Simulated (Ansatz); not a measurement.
# SnSe: Wannier functions and tight-binding models, part 2 of 3

Where do the localised orbitals of SnSe sit, how far are they spread, and how do the settings change that? Plan: PBE, anion s p, 6×6×6; PBE, anion s p, 4×4×4; PBE, anion p, 6×6×6; PBE, all s p, disentangled, 6×6×6; PBE, cation s and anion p, disentangled, 6×6×6; r2SCAN, anion s p, 6×6×6; r2SCAN, cation s and anion p, disentangled, 6×6×6; r2SCAN, anion p, 6×6×6; HSE06, anion s p, 6×6×6; HSE06, anion p, 6×6×6 (level, trial orbitals, Wannier mesh).

Ansatz 0.2.0; plane waves, PAW; no spin-orbit coupling unless a run is so named. Earlier steps stand in the parts before.

## 5. PBE, all s p, disentangled, 6×6×6

Input file input.yaml:

```yaml
crystal:
  lattice:
    - [0.0, 2.9848894956, 2.9848894956]
    - [2.9848894956, 0.0, 2.9848894956]
    - [2.9848894956, 2.9848894956, 0.0]
  atoms:
    - { symbol: Sn, position: [0.0, 0.0, 0.0] }
    - { symbol: Se, position: [0.5, 0.5, 0.5] }
kpoints:
  mp_grid: { grid: [6, 6, 6] }
  band_path:
    path:
      - [[0.0, 0.0, 0.0], [0.5, 8.535277504217e-36, 0.5], [0.625, 0.25, 0.625]]
      - [[0.375, 0.375, 0.75], [0.0, 0.0, 0.0], [0.5, 0.5, 0.5], [0.5, 0.25, 0.75], [0.5, 8.535277504217e-36, 0.5]]
    npoints: 10
hamiltonian:
  xc: pbe
scf:
  occupations: { method: fixed }
  n_extra_bands: 8
output:
  forces: false
  stress: false
  eigenvalues: true
  wannier:
    kmesh: [6, 6, 6]
    projections:
      - { species: Se, l: s, shell: 4 }
      - { species: Se, l: p, shell: 4 }
      - { species: Sn, l: s, shell: 5 }
      - { species: Sn, l: p, shell: 5 }
    minimise: true
    write_hr: true
    conv_tol: 1.0e-08
    max_iter: 3000
    disentanglement: { window: [-16.58, 26.11], frozen_window: [1.42, 11.61] }
```

The run is started by

```console
$ ansatz run input.yaml --threads 4 --pin off --max-ram 3686MiB --backend cpu --events-out ev --progress --plain --runs-dir out
```

Standard output:

```text
Warning: RAYON_NUM_THREADS=4 ignored (pool sized by the plan → 4); use --threads N
scf.n_extra_bands = 8 over 15 filled bands (N_el = 30.0): the run solves 23 bands
Engine: ansatz 0.2.0, aarch64-unknown-linux-gnu
Pseudopotentials: kind: paw
Pseudopotential: Sn, paw, valence charge 14, recommended cutoff 420 eV (normal), Sn.paw.azcp
Pseudopotential: Se, paw, valence charge 16, recommended cutoff 420 eV (normal), Se.paw.azcp
Functional definition: PBE
  parameter kappa = 0.804
  parameter beta = 0.06672455060314922
  exchange = pbe_x(kappa = kappa, mu = beta*pi^2/3)
  correlation = pbe_c(beta = beta)
Crystal: 2 atoms, lattice volume = 53.188 Å³
Basis set: ecut = 420 eV, 1037 PW (Γ)
Bands: 23, of which v1, the nominal top of the filled ones, is band 15 counted from 1 (14 counted from 0)
Symmetry: 48 space group operations
Space group: Fm-3m (ITA 225), of the structure as read, at distance tolerance 3.8e-5 Å
k-points: 16 of 216
Non-local potential: Sn, projectors of the file, l = 0: 2, l = 1: 2, l = 2: 2, l = 3: 2
Non-local potential: Se, projectors of the file, l = 0: 2, l = 1: 2, l = 2: 3, l = 3: 1
PAW form: soft (Blöchl's): semilocal exchange-correlation on the pseudo side does not see the compensation charge
PAW one-centre angular grid: Sn, 590 points (default); XC on 64 Gauss nodes
PAW one-centre angular grid: Se, 590 points (default); XC on 64 Gauss nodes
Initial density: superposition of atomic densities (neutral atoms: chi_scale 0, normalization atom), corrected by the library's trained network
Initial wavefunctions: pseudopotential atomic-orbital guess
Functional: x = pbe(κ = 0.804, μ = 0.2195149727645171), c = pbe(β = 0.06672455060314922)
SCF iter   1: F=—  HF=-11494.167947 eV  |F-HF|=—  |Δ(HF+E_count)|=         —  Δρ=7.60e-4  dr2=3.67e-4  ethr=1.77e-3  ⟨swp⟩=4.8  Hψ=1449  notcnv=0  defer=82
preconditioner: auto → none  [insulator: Δε(μ)=0.695 eV  Ē_g=20.777 eV  n_scr=14 (ndim 8)  ℏωp=22.8 eV  f_vac=0.015  ε∞_Penn≈2.2]
SCF iter   2: F=—  HF=-11494.167205 eV  |F-HF|=—  |Δ(HF+E_count)|=   7.42e-4  Δρ=3.22e-4  dr2=5.65e-5  ethr=1.22e-6  ⟨swp⟩=2.1  Hψ=774  notcnv=0  defer=91
SCF iter   3: F=—  HF=-11494.167215 eV  |F-HF|=—  |Δ(HF+E_count)|=   1.07e-5  Δρ=1.65e-4  dr2=8.58e-6  ethr=1.88e-7  ⟨swp⟩=2.0  Hψ=473  notcnv=0  defer=88
SCF iter   4: F=—  HF=-11494.167228 eV  |F-HF|=—  |Δ(HF+E_count)|=   1.28e-5  Δρ=6.81e-5  dr2=1.29e-6  ethr=2.86e-8  ⟨swp⟩=2.1  Hψ=401  notcnv=0  defer=95
SCF iter   5: F=—  HF=-11494.167231 eV  |F-HF|=—  |Δ(HF+E_count)|=   2.50e-6  Δρ=2.55e-5  dr2=3.17e-7  ethr=4.29e-9  ⟨swp⟩=2.0  Hψ=556  notcnv=0  defer=94
SCF iter   6: F=-11494.167231 eV  HF=-11494.167231 eV  |F-HF|=4.78e-9  |Δ(HF+E_count)|=   2.57e-7  Δρ=4.39e-6  dr2=8.80e-9  ethr=3.33e-10  ⟨swp⟩=7.8  Hψ=1731  notcnv=0
SCF 1 converged in 6 iterations: F = -11494.167231 eV  dr2 = 8.80e-9
NSCF: frozen V_eff on 62 k-points
NSCF: frozen V_eff on 19 k-points
the Wannier pass solved 19 of the 216 points of its mesh, and has the states at the others by symmetry: states obtained by the crystal's operations at points that were solved too leave a residual of 3.98e-13 eV (read by the count's bands and the next), within 4.17e-6 eV
NSCF: frozen V_eff on 19 k-points
the Wannier pass solved 19 of the 216 points of its mesh, and has the states at the others by symmetry: states obtained by the crystal's operations at points that were solved too leave a residual of 3.54e-13 eV (read by the count's bands and the next), within 4.17e-6 eV
NSCF: frozen V_eff on 19 k-points
the Wannier pass solved 19 of the 216 points of its mesh, and has the states at the others by symmetry: states obtained by the crystal's operations at points that were solved too leave a residual of 3.25e-13 eV (read by the count's bands and the next), within 4.17e-6 eV
SCF converged after 6 iterations
Free energy (F): -11494.167231 eV
Harris-Foulkes:  -11494.167231 eV  (|F-HF|=4.78e-9)
Internal energy: -11494.167231 eV  (E = F + TS)
E sigma→0 (E₀):  -11494.167231 eV
Fermi energy:    9.421665 eV
--- Per-component energies (eV) ---
  E_band       = -467.278673
  E_kinetic    = 303.687178
  E_local      = -3281.957275  (includes V_loc(G=0)·N_el)
  E_nonlocal   = -628.443562
  E_hartree    = 1732.698857
  E_xc         = -487.814262
  E_vxc        = -195.161057  (∫ρ·V_xc dr)
  E_paw        = -6044.189104  (= ΣΔE_a)
  E_vpaw       = -130.800058  (= ΣTr[D̂ρ^β])
  E_aug_tail   = -0.000628  (compensation charges beyond the density's cutoff)
  E_ewald      = -3088.148434
  E_smearing   = -0.000000  (= −TS)
  E_closure    = -0.000000  (closes the sum)
  Σ components = -11494.167231   (vs F -11494.167231, Δ=0.00e0)
--- Band table (eV; the first three rows and the last of 16) ---
  k-point 0: bands = ["-38.3203", "-38.3203", "-38.3185", "-38.3185", "-38.3185", "-12.1644", "-12.1644", "-12.1644", "-12.1634", "-12.1634", "-4.6093", "4.4552", "7.1722", "7.1722", "7.1722", "13.8586", "13.8586", "13.8586", "15.2848", "15.2848", "15.2848", "17.6322", "17.6387"]
  k-point 1: bands = ["-38.3203", "-38.3203", "-38.3185", "-38.3185", "-38.3185", "-12.1659", "-12.1659", "-12.1637", "-12.1606", "-12.1606", "-4.4102", "3.4433", "7.2086", "7.2086", "7.9558", "12.5004", "12.6866", "12.6866", "15.3156", "15.9287", "15.9287", "19.3679", "19.3679"]
  k-point 2: bands = ["-38.3203", "-38.3203", "-38.3185", "-38.3184", "-38.3184", "-12.1705", "-12.1705", "-12.1624", "-12.1535", "-12.1535", "-3.9310", "1.9564", "7.3278", "7.3278", "8.9005", "10.9203", "11.2613", "11.2613", "16.2204", "17.5921", "17.5921", "21.4703", "22.5076"]
  k-point 15: bands = ["-38.3203", "-38.3203", "-38.3185", "-38.3184", "-38.3183", "-12.1889", "-12.1652", "-12.1601", "-12.1518", "-12.1450", "-3.3051", "2.6428", "4.1652", "5.0735", "7.6490", "12.1354", "13.4304", "14.9333", "15.6770", "18.3597", "20.7568", "22.2942", "22.8061"]
Wannier search: line search 1 of at most 3000: gauge-dependent spread (as the search counts it) 5.1470512 Å², largest recent change 1.1e0 Å² and fall left 2.2e-3 Å² against conv_tol 1.0e-8 Å², 0 stops escaped
```

Wall time 5 s (4 threads of Arm Neoverse V1, shared host); peak memory 0.47 GiB.

The windows are typed on the program's own energy scale, on which the last band filled by count tops at 9.57 eV.

The head of wannier.spreads.toml:

```toml
omega_i_ang2 = 11.009248905866286
omega_d_ang2 = 0.0005151302127675372
omega_od_ang2 = 2.6662102842736246
omega_total_ang2 = 13.67597432035268
least_projectability = 0.953633804159477
b_vectors_match_mmn = true
n_iter = 48
converged = true
rejected_fitted_steps = 0
dis_converged = true
dis_n_iter = 80
dis_n_moved = 0
dis_level_miss = 0.01365880603897241
```

The functions (centres in Å, on-site energies from the top of the filled bands):

```csv
n,x,y,z,spread (Å²),on-site (eV),nearest atoms,distance (Å)
1,3.276,3.276,2.694,1.307,-4.208,Se2,0.50
2,2.694,2.694,2.694,1.307,-4.208,Se2,0.50
3,2.694,3.276,3.276,1.307,-4.208,Se2,0.50
4,3.276,2.694,3.276,1.307,-4.208,Se2,0.50
5,-0.370,-0.370,-0.370,2.112,-0.675,Sn1,0.64
6,-0.370,0.370,0.370,2.112,-0.675,Sn1,0.64
7,0.370,-0.370,0.370,2.112,-0.675,Sn1,0.64
8,0.370,0.370,-0.370,2.112,-0.675,Sn1,0.64
```

The largest hoppings ⟨m, 0|H|n, R⟩, one of each Hermitian pair (signs follow the phases of the functions):

```csv
m,n,R,distance (Å),t (eV)
1,2,0 0 0,0.82,-2.784
2,4,0 0 0,0.82,-2.784
2,3,0 0 0,0.82,2.784
1,4,0 0 0,0.82,-2.784
1,3,0 0 0,0.82,2.784
3,4,0 0 0,0.82,2.784
5,8,0 0 0,1.05,-1.894
7,8,0 0 0,1.05,-1.894
6,8,0 0 0,1.05,-1.894
5,7,0 0 0,1.05,-1.894
5,6,0 0 0,1.05,-1.894
6,7,0 0 0,1.05,-1.894
4,6,0 1 1,2.42,-1.144
4,8,0 1 0,2.42,-1.144
```

Interpolated bands at the corners of the path, eV from the top of the filled bands:

```csv
point,e1,e2,e3,e4,e5,e6,e7,e8
Γ,-14.11,-5.11,-2.40,-2.40,-2.40,4.29,4.29,4.29
X,-12.88,-6.13,-5.77,-3.89,-3.89,5.37,5.37,6.12
U,-12.89,-7.21,-5.35,-3.40,-2.65,3.42,3.68,5.65
K,-12.89,-7.21,-5.35,-3.40,-2.65,3.42,3.68,5.65
Γ,-14.11,-5.11,-2.40,-2.40,-2.40,4.29,4.29,4.29
L,-13.20,-8.30,-2.15,-2.15,-0.15,0.54,1.11,1.11
W,-12.86,-7.10,-5.00,-4.98,-0.94,1.39,5.44,5.45
X,-12.88,-6.13,-5.77,-3.89,-3.89,5.37,5.37,6.12
```

Along the path each interpolated band stays within 0.07, 0.01, 0.01, 0.01, 0.02, 0.13, 0.76, 0.77 eV of the nearest computed level, from the lowest band up; bands outside the frozen window needn't match, and between the mesh's points a coarse mesh lets the others stray too.

## 6. PBE, cation s and anion p, disentangled, 6×6×6

Changes to input.yaml since step 5:

```diff
@@ -19,3 +19,3 @@
   occupations: { method: fixed }
-  n_extra_bands: 8
+  n_extra_bands: 6
 output:
@@ -26,7 +26,3 @@
     kmesh: [6, 6, 6]
-    projections:
-      - { species: Se, l: s, shell: 4 }
-      - { species: Se, l: p, shell: 4 }
-      - { species: Sn, l: s, shell: 5 }
-      - { species: Sn, l: p, shell: 5 }
+    projections: [{ species: Sn, l: s, shell: 5 }, { species: Se, l: p, shell: 4 }]
     minimise: true
@@ -35,2 +31,2 @@
     max_iter: 3000
-    disentanglement: { window: [-16.58, 26.11], frozen_window: [1.42, 11.61] }
+    disentanglement: { window: [-0.58, 22.11], frozen_window: [7.42, 10.31] }
```

The run is started by

```console
$ ansatz run input.yaml --threads 4 --pin off --max-ram 3686MiB --backend cpu --events-out ev --progress --plain --runs-dir out
```

Standard output:

```text
Warning: RAYON_NUM_THREADS=4 ignored (pool sized by the plan → 4); use --threads N
scf.n_extra_bands = 6 over 15 filled bands (N_el = 30.0): the run solves 21 bands
[... 9 set-up lines as earlier in the session ...]
Crystal: 2 atoms, lattice volume = 53.188 Å³
Basis set: ecut = 420 eV, 1037 PW (Γ)
Bands: 21, of which v1, the nominal top of the filled ones, is band 15 counted from 1 (14 counted from 0)
[... 2 set-up lines as earlier in the session ...]
k-points: 16 of 216
[... 8 set-up lines as earlier in the session ...]
SCF iter   1: F=—  HF=-11494.167938 eV  |F-HF|=—  |Δ(HF+E_count)|=         —  Δρ=7.68e-4  dr2=3.69e-4  ethr=1.77e-3  ⟨swp⟩=4.9  Hψ=1350  notcnv=0  defer=51
preconditioner: auto → none  [insulator: Δε(μ)=0.695 eV  Ē_g=19.324 eV  n_scr=14 (ndim 8)  ℏωp=22.8 eV  f_vac=0.015  ε∞_Penn≈2.4]
SCF iter   2: F=—  HF=-11494.167208 eV  |F-HF|=—  |Δ(HF+E_count)|=   7.30e-4  Δρ=3.21e-4  dr2=5.54e-5  ethr=1.23e-6  ⟨swp⟩=2.2  Hψ=744  notcnv=0  defer=58
SCF iter   3: F=—  HF=-11494.167215 eV  |F-HF|=—  |Δ(HF+E_count)|=   6.88e-6  Δρ=1.62e-4  dr2=8.32e-6  ethr=1.85e-7  ⟨swp⟩=2.0  Hψ=464  notcnv=0  defer=56
SCF iter   4: F=—  HF=-11494.167228 eV  |F-HF|=—  |Δ(HF+E_count)|=   1.31e-5  Δρ=6.49e-5  dr2=1.09e-6  ethr=2.77e-8  ⟨swp⟩=2.4  Hψ=422  notcnv=0  defer=64
SCF iter   5: F=—  HF=-11494.167231 eV  |F-HF|=—  |Δ(HF+E_count)|=   2.22e-6  Δρ=2.38e-5  dr2=2.82e-7  ethr=3.63e-9  ⟨swp⟩=2.0  Hψ=550  notcnv=0  defer=63
SCF iter   6: F=-11494.167231 eV  HF=-11494.167231 eV  |F-HF|=3.65e-9  |Δ(HF+E_count)|=   2.22e-7  Δρ=3.91e-6  dr2=6.96e-9  ethr=3.33e-10  ⟨swp⟩=7.4  Hψ=1490  notcnv=0
SCF 1 converged in 6 iterations: F = -11494.167231 eV  dr2 = 6.96e-9
NSCF: frozen V_eff on 62 k-points
NSCF: frozen V_eff on 19 k-points
the Wannier pass solved 19 of the 216 points of its mesh, and has the states at the others by symmetry: states obtained by the crystal's operations at points that were solved too leave a residual of 3.28e-13 eV (read by the count's bands and the next), within 4.17e-6 eV
NSCF: frozen V_eff on 19 k-points
the Wannier pass solved 19 of the 216 points of its mesh, and has the states at the others by symmetry: states obtained by the crystal's operations at points that were solved too leave a residual of 3.08e-13 eV (read by the count's bands and the next), within 4.17e-6 eV
NSCF: frozen V_eff on 19 k-points
the Wannier pass solved 19 of the 216 points of its mesh, and has the states at the others by symmetry: states obtained by the crystal's operations at points that were solved too leave a residual of 3.70e-13 eV (read by the count's bands and the next), within 4.17e-6 eV
SCF converged after 6 iterations
Free energy (F): -11494.167231 eV
Harris-Foulkes:  -11494.167231 eV  (|F-HF|=3.65e-9)
Internal energy: -11494.167231 eV  (E = F + TS)
E sigma→0 (E₀):  -11494.167231 eV
Fermi energy:    9.421664 eV
--- Per-component energies (eV) ---
  E_band       = -467.278562
  E_kinetic    = 303.687240
  E_local      = -3281.957336  (includes V_loc(G=0)·N_el)
  E_nonlocal   = -628.443532
  E_hartree    = 1732.698875
  E_xc         = -487.814286
  E_vxc        = -195.161087  (∫ρ·V_xc dr)
  E_paw        = -6044.189129  (= ΣΔE_a)
  E_vpaw       = -130.799980  (= ΣTr[D̂ρ^β])
  E_aug_tail   = -0.000628  (compensation charges beyond the density's cutoff)
  E_ewald      = -3088.148434
  E_smearing   = -0.000000  (= −TS)
  E_closure    = 0.000000  (closes the sum)
  Σ components = -11494.167231   (vs F -11494.167231, Δ=0.00e0)
--- Band table (eV; the first three rows and the last of 16) ---
  k-point 0: bands = ["-38.3203", "-38.3203", "-38.3185", "-38.3185", "-38.3185", "-12.1644", "-12.1644", "-12.1644", "-12.1633", "-12.1633", "-4.6093", "4.4552", "7.1722", "7.1722", "7.1722", "13.8586", "13.8586", "13.8586", "15.2848", "15.2848", "15.2848"]
  k-point 1: bands = ["-38.3203", "-38.3203", "-38.3185", "-38.3185", "-38.3185", "-12.1659", "-12.1659", "-12.1637", "-12.1606", "-12.1606", "-4.4102", "3.4433", "7.2086", "7.2086", "7.9558", "12.5004", "12.6866", "12.6866", "15.3156", "15.9287", "15.9287"]
  k-point 2: bands = ["-38.3203", "-38.3203", "-38.3185", "-38.3184", "-38.3184", "-12.1705", "-12.1705", "-12.1624", "-12.1535", "-12.1535", "-3.9310", "1.9564", "7.3278", "7.3278", "8.9005", "10.9203", "11.2613", "11.2613", "16.2204", "17.5921", "17.5921"]
  k-point 15: bands = ["-38.3203", "-38.3203", "-38.3185", "-38.3184", "-38.3184", "-12.1888", "-12.1652", "-12.1601", "-12.1518", "-12.1449", "-3.3051", "2.6428", "4.1652", "5.0735", "7.6490", "12.1354", "13.4304", "14.9332", "15.6770", "18.3597", "20.7568"]
Wannier search: line search 1 of at most 3000: gauge-dependent spread (as the search counts it) 1.2595156 Å², largest recent change 2.2e0 Å² and fall left 3.4e-2 Å² against conv_tol 1.0e-8 Å², 0 stops escaped
WARN: <dir> by an estimate from the overlaps, the levels of the selected subspace lie 0.090 eV from the frozen bands on average, midway between mesh points. Up to 0.02 eV counts as a good interpolation. More projections, another frozen window or a finer output.wannier.kmesh can bring them closer
```

Wall time 3.9 s (4 threads of Arm Neoverse V1, shared host); peak memory 0.41 GiB.

wannier.win, as written (k points left out):

```
! ansatz wannier90 interface
! projections by site (counted from 0) and shell: 0 5S, 1 4P
! states of the run's bands (counted from 1): 1-25
num_bands = 25
num_wann  = 4
num_iter  = 2000
conv_tol = 1e-8
conv_window = 5
dis_win_min = -0.58
dis_win_max = 22.11
dis_froz_min = 7.42
dis_froz_max = 10.31
dis_num_iter = 10000
guiding_centres = true
write_hr = true

begin unit_cell_cart
Ang
  0.0  2.9848894956  2.9848894956
  2.9848894956  0.0  2.9848894956
  2.9848894956  2.9848894956  0.0
end unit_cell_cart

begin atoms_frac
Sn  0.0  0.0  0.0
Se  0.5  0.5  0.5
end atoms_frac

mp_grid = 6 6 6
```

The windows are typed on the program's own energy scale, on which the last band filled by count tops at 9.57 eV.

The head of wannier.spreads.toml:

```toml
omega_i_ang2 = 16.48103379463511
omega_d_ang2 = 0.3135264731365727
omega_od_ang2 = 0.8446518562033416
omega_total_ang2 = 17.639212123975025
least_projectability = -2.895836240073002e-17
b_vectors_match_mmn = true
n_iter = 34
converged = true
rejected_fitted_steps = 0
dis_converged = true
dis_n_iter = 47
dis_n_moved = 1
dis_level_miss = 0.09018020365188659
```

The functions (centres in Å, on-site energies from the top of the filled bands):

```csv
n,x,y,z,spread (Å²),on-site (eV),nearest atoms,distance (Å)
1,1.492,1.492,-1.493,5.294,0.695,8 atoms,2.58
2,2.997,2.960,2.997,4.115,-2.132,Se2,0.03
3,2.960,2.997,2.997,4.115,-2.132,Se2,0.03
4,2.997,2.997,2.960,4.115,-2.132,Se2,0.03
```

The largest hoppings ⟨m, 0|H|n, R⟩, one of each Hermitian pair (signs follow the phases of the functions):

```csv
m,n,R,distance (Å),t (eV)
4,1,1 1 -1,2.61,0.964
2,1,1 0 0,2.61,0.964
3,1,0 1 0,2.61,-0.964
3,1,1 1 0,2.59,0.577
2,1,1 1 0,2.59,-0.576
4,1,1 1 0,2.59,-0.576
2,1,0 1 1,4.95,0.362
3,1,1 0 1,4.95,-0.362
4,1,0 2 0,4.95,0.362
3,1,1 2 -1,4.95,-0.362
4,1,2 0 0,4.95,0.362
2,1,2 1 -1,4.95,0.362
3,1,0 2 -1,4.96,0.311
2,1,2 0 -1,4.96,-0.311
```

Interpolated bands at the corners of the path, eV from the top of the filled bands:

```csv
point,e1,e2,e3,e4
Γ,-2.93,-2.26,-2.26,-2.26
X,-5.31,-3.17,-3.17,4.48
U,-4.81,-2.75,-2.57,4.45
K,-4.81,-2.75,-2.57,4.45
Γ,-2.93,-2.26,-2.26,-2.26
L,-2.15,-2.15,-0.15,0.54
W,-4.72,-3.74,-1.23,4.47
X,-5.31,-3.17,-3.17,4.48
```

Along the path each interpolated band stays within 0.87, 1.25, 0.74, 1.85 eV of the nearest computed level, from the lowest band up; bands outside the frozen window needn't match, and between the mesh's points a coarse mesh lets the others stray too.

Misses of an eV or more mean that the model does not follow those bands.

The least projectability is 0.00: some state is hardly reached by the trial orbitals.

## 7. r2SCAN, anion s p, 6×6×6

Changes to input.yaml since step 6:

```diff
@@ -16,3 +16,3 @@
 hamiltonian:
-  xc: pbe
+  xc: r2scan
 scf:
@@ -26,3 +26,3 @@
     kmesh: [6, 6, 6]
-    projections: [{ species: Sn, l: s, shell: 5 }, { species: Se, l: p, shell: 4 }]
+    projections: [{ species: Se, l: s, shell: 4 }, { species: Se, l: p, shell: 4 }]
     minimise: true
@@ -31,2 +31 @@
     max_iter: 3000
-    disentanglement: { window: [-0.58, 22.11], frozen_window: [7.42, 10.31] }
```

The run is started by

```console
$ ansatz run input.yaml --threads 4 --pin off --max-ram 3686MiB --backend cpu --events-out ev --progress --plain --runs-dir out
```

Standard output, shortened:

```text
Warning: RAYON_NUM_THREADS=4 ignored (pool sized by the plan → 4); use --threads N
scf.n_extra_bands = 6 over 15 filled bands (N_el = 30.0): the run solves 21 bands
[...]
[... 1 set-up line as earlier in the session ...]
Pseudopotential: Sn, paw, valence charge 14, recommended cutoff 500 eV (meta_gga), Sn.paw.azcp
Pseudopotential: Se, paw, valence charge 16, recommended cutoff 500 eV (meta_gga), Se.paw.azcp
Functional definition: r2SCAN
[...]
Crystal: 2 atoms, lattice volume = 53.188 Å³
[...]
SCF converged after 6 iterations
Free energy (F): -11517.599913 eV
[...]
E sigma→0 (E₀):  -11517.599913 eV
Fermi energy:    9.558341 eV
[...]
--- Band table (eV; the first three rows and the last of 16) ---
[... band rows left out ...]
[...]
Wannier search: line search 1 of at most 3000: gauge-dependent spread (as the search counts it) 2.5145802 Å², largest recent change 1.1e-1 Å² and fall left 2.4e-4 Å² against conv_tol 1.0e-8 Å², 0 stops escaped
```

Wall time 2.8 s (4 threads of Arm Neoverse V1, shared host); peak memory 0.46 GiB.

wannier.win names the bands that the functions span: 11, combinations of 12-15 (counted from 1; 15 are filled). Combinations are drawn from entangled bands, so such a model needn't follow any one band.

The head of wannier.spreads.toml:

```toml
omega_i_ang2 = 9.049051524114347
omega_d_ang2 = 0.0014990421341959813
omega_od_ang2 = 1.3882887569988671
omega_total_ang2 = 10.43883932324741
least_projectability = 0.6955812528891507
b_vectors_match_mmn = true
n_iter = 56
converged = true
rejected_fitted_steps = 0
```

The functions (centres in Å, on-site energies from the highest level of the last filled band):

```csv
n,x,y,z,spread (Å²),on-site (eV),nearest atoms,distance (Å)
1,2.657,2.651,2.651,2.608,-7.005,Se2,0.57
2,2.872,2.874,3.532,2.610,-6.994,Se2,0.57
3,3.534,2.877,2.877,2.610,-6.994,Se2,0.57
4,2.872,3.532,2.874,2.610,-6.994,Se2,0.57
```

Along the path each interpolated band stays within 0.03, 1.76, 0.88, 1.86 eV of the nearest computed level, from the lowest band up.

Misses of an eV or more mean that the model does not follow those bands.

(Part 2 of 3 ends here.)
